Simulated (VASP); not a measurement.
Set up this calculation in VASP 6.6.1, as the native input.

```
Task                   : relaxation of cell and atoms
Functional             : r2SCAN
Dispersion             : rVV10
Potentials or basis    : VASP PAW PBE potentials, release 64 (Ga_d, N)
Cutoff                 : 600 eV
k mesh                 : 12 × 12 × 5
Occupations            : gaussian, width 0.03 eV
Spin                   : no spin polarisation
Further INCAR settings : ALGO = Normal; EDIFF = 1e-06; IBRION = 2; EDIFFG = -0.01; NSW = 90; ISIF = 3
```

The structure of GaN lies in POSCAR:

```
GaN
1.0
    3.1800000000      0.0000000000      0.0000000000
   -1.5900000000      2.7539607800      0.0000000000
    0.0000000000      0.0000000000      5.1660000000
Ga N
2 2
Direct
    0.3333333300      0.6666666700      0.0000000000
    0.6666666700      0.3333333300      0.5000000000
    0.3333333300      0.6666666700      0.3750000000
    0.6666666700      0.3333333300      0.8750000000
```

The input as run:

INCAR

```
  ALGO = Normal
  BPARAM = 11.95
  CPARAM = 0.0093
  EDIFF = 1E-6
  EDIFFG = -0.01
  ENCUT = 600
  IBRION = 2
  ISIF = 3
  ISMEAR = 0
  IVDW_NL = 2
  LASPH = True
  LCHARG = False
  LMIXTAU = True
  LREAL = False
  LUSE_VDW = True
  LWAVE = False
  METAGGA = R2SCAN
  NELM = 80
  NSW = 90
  PREC = Accurate
  SIGMA = 0.03
```

KPOINTS

```
k-points
0
Gamma
  12 12 5
```

Potentials or basis: VASP PAW PBE potentials, release 64 (Ga_d, N).

Launch:

```console
$ cat potpaw_PBE.64/Ga_d/POTCAR potpaw_PBE.64/N/POTCAR > POTCAR
$ mpirun -np 1 vasp_std > vasp.out
```

Results of the run:

```
Relaxed volume                         : 11.36 Å³/atom
Relaxed cell                           : a = 3.181 Å, b = 3.181 Å, c = 5.185 Å, α = 90.00°, β = 90.00°, γ = 120.00°
Space group after relaxing (to 0.05 Å) : P6_3mc (No. 186)
Energy gained by relaxing              : 0.6 meV/atom
Ionic steps                            : 5
Pressure after relaxing                : 0.0 GPa
Band gap on the k mesh                 : 2.31 eV, direct
```

Caveat: the PAW data sets were made with another functional, which shifts forces and pressure a little.

It took 14 min on 1 thread of Intel(R) Xeon(R) Platinum 8488C (Sapphire Rapids), with other jobs on the host, peak memory 0.35 GiB.
